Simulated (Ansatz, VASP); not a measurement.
## One calculation of SnSe, two programs

```
Sn Se
1.0
    11.42000    0.00000    0.00000
     0.00000    4.19000    0.00000
     0.00000    0.00000    4.46000
Sn Se
4 4
Direct
  0.87700 0.75000 0.90900
  0.62300 0.25000 0.40900
  0.37700 0.75000 0.59100
  0.12300 0.25000 0.09100
  0.64300 0.75000 0.98400
  0.85700 0.25000 0.48400
  0.14300 0.75000 0.51600
  0.35700 0.25000 0.01600
```

Alike in both runs: task relaxation of cell and atoms; functional LDA; k mesh 3 × 6 × 6; occupations fermi-dirac, width 0.05 eV; no spin polarisation.

|  | VASP | Ansatz |
| --- | --- | --- |
| version | VASP 6.6.1 | Ansatz 0.2.0 |
| potentials or method | VASP PAW LDA potentials, release 64 (Sn_d, Se) | Ansatz PAW |
| plane-wave cutoff (eV) | 600 | 420 |
| valence electrons in the cell | 80 | 120 |

VASP gave:

| Quantity | Value |
| --- | --- |
| relaxed volume (Å³/atom) | 25.19 |
| relaxed cell length with the largest relative difference (Å) | 4.127 |
| energy change over the relaxation (meV/atom) | -14 |

**Question.** Estimate Ansatz's values.

**Answer.** Relaxed volume (Å³/atom): 25.17; relaxed cell length with the largest relative difference (Å): 4.116; energy change over the relaxation (meV/atom): -15.

The two sets of potentials don't hold the same shells in valence.

Caveats: the plane-wave basis is chosen anew once the cell has moved, so the energies of steps on either side of that aren't comparable (Ansatz); the PAW data sets come from PBE, with cores solved anew for the run's functional, which leaves a small shift of forces and pressure (Ansatz). A k mesh can miss the band edges. Zero-point motion and thermal expansion aren't in these numbers.
